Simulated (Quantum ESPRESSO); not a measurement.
SiO2: equation of state with PBE

SiO2:

```xyz
12
Lattice="0.0000 4.7163 7.3628 2.3596 0.0000 7.3628 2.3596 4.7163 0.0000" Properties=species:S:1:pos:R:3 pbc="T T T"
Si    3.5394    7.0744   13.7944
Si    2.3596    4.7163   10.1131
Si    2.3596    4.7163    4.6125
Si    3.5394    7.0744    8.2939
O     1.1798    0.5984    3.6814
O     1.1798    4.1179    3.6814
O     2.3596    7.6728    7.3628
O     2.3596    1.7597    7.3628
O     2.9495    3.5372    5.5221
O     2.9495    5.8953    9.2035
O     1.7697    3.5372    9.2035
O     1.7697    5.8953    5.5221
```

The cell comes from a database or a generator and needn't be the stable form of this composition.

```json
{
  "Program": "Quantum ESPRESSO 7.5",
  "Task": "equation of state",
  "Functional": "PBE",
  "Potentials or basis": "GBRV 1.5 PBE",
  "Cutoff": "612 eV",
  "Density cutoff": "4898 eV",
  "k mesh": "6 × 6 × 6",
  "Occupations": "fermi-dirac, width 0.05 eV",
  "Spin": "no spin polarisation"
}
```

- Equilibrium volume: 14.06 Å³/atom
- Bulk modulus at fixed shape and positions: 172 GPa
- Pressure derivative of the bulk modulus: 4.0

Energy against volume, from the lowest point:
| volume (Å³/atom) | energy (meV/atom) |
| --- | --- |
| 12.837 | 65.90 |
| 13.110 | 38.11 |
| 13.383 | 18.35 |
| 13.656 | 5.88 |
| 13.929 | 0.00 |
| 14.202 | 0.11 |
| 14.475 | 5.64 |

All runs of the series together: 25 min on 2 threads of Arm Neoverse V1 (shared host).

Caveat: the cell was scaled at fixed shape and fractional positions, which overstates the stiffness of a crystal with free parameters, most of all of layers and chains.
